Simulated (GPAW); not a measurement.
Ag, 1 atom in the cell. Symmetry: Fm-3m, No. 225, cubic system. The conventional cell has a = 4.085 Å, b = 4.085 Å, c = 4.085 Å, α = 90.00°, β = 90.00°, γ = 90.00°. Ag (site symmetry m-3m) has 12 Ag at 2.89 Å as nearest neighbours. 

| Item | Value |
| --- | --- |
| Program | GPAW 26.7.0 |
| Task | band structure |
| Functional | LDA |
| Potentials or basis | the program's PAW data sets (release 1.2.1) made for this functional |
| Cutoff | 600 eV |
| Basis | pw |
| k mesh | 11 × 11 × 11 |
| Occupations | fermi-dirac, width 0.05 eV |
| Spin | no spin polarisation |
| Hubbard terms | Ag d U = 4 eV |
| Maxiter | 150 |
| Band path | GXWKGLUWLK,UX |
| Band points | 60 |

Potentials or basis: the program's PAW data sets (release 1.2.1) made for this functional, pw.

Command:

```console
$ OMP_NUM_THREADS=1 python run.py
```

Hardware: 1 thread of Arm Neoverse V2, with other jobs on the host.

Problem. How long does it take, and how much memory?

Solution. It took 17 s on 1 thread of Arm Neoverse V2, with other jobs on the host, peak memory 0.17 GiB. Counts: scf iterations 11, plane waves 578, bands 18, k points 56.
